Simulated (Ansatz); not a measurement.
# A ladder of methods for CHF3 (trifluoromethane)

The species is CHF3 (5 atoms), meant as a singlet with charge 0. SMILES: `FC(F)F`. The shape is that of a PBE0-D4/def2-TZVP optimisation.

```xyz
5

F    -0.6686   -0.3297    1.0792
C     0.0195    0.0564    0.0068
F     1.0474   -0.7738   -0.1575
F    -0.7726   -0.0351   -1.0594
H     0.3744    1.0822    0.1309
```

Quantity: the energy change with the F1–C2 bond stretched from 1.331 to 1.664 Å, in eV. The values are calculated.

```csv
level,kind,program,value (eV),less FCI/STO-3G,CPU time (all runs)
HF/STO-3G (restricted),Hartree–Fock,Ansatz,1.43,+0.83,0.18 s
SVWN5/STO-3G (restricted),LDA,Ansatz,0.70,+0.10,1.3 s
PBE/STO-3G (restricted),GGA,Ansatz,0.43,-0.17,1.9 s
r2SCAN/STO-3G (restricted),meta-GGA,Ansatz,0.59,-0.01,4.5 s
PBE0/STO-3G (restricted),global hybrid,Ansatz,0.78,+0.18,2 s
B2PLYP/STO-3G (restricted),double hybrid,Ansatz,0.76,+0.16,2.7 s
BCCD(T)/STO-3G (restricted),coupled cluster or CI,Ansatz,0.62,+0.02,0.47 s
CCSDT/STO-3G (restricted),coupled cluster or CI,Ansatz,0.61,+0.01,0.99 s
FCI/STO-3G,exact in the basis,Ansatz,0.60,0.00,28 s
```

FCI/STO-3G is exact within its basis and frozen core, so for wave-function methods in that basis the difference is their error; functionals converge differently with the basis, so for them it is only a difference. The first shape isn't each level's own minimum. The values span 0.43 to 1.43 eV. All rows use very small basis sets, so none should be taken for the real molecule's value. Times are those of the runs behind each value, whatever else they computed, on shared processors of several kinds: orders of magnitude only.
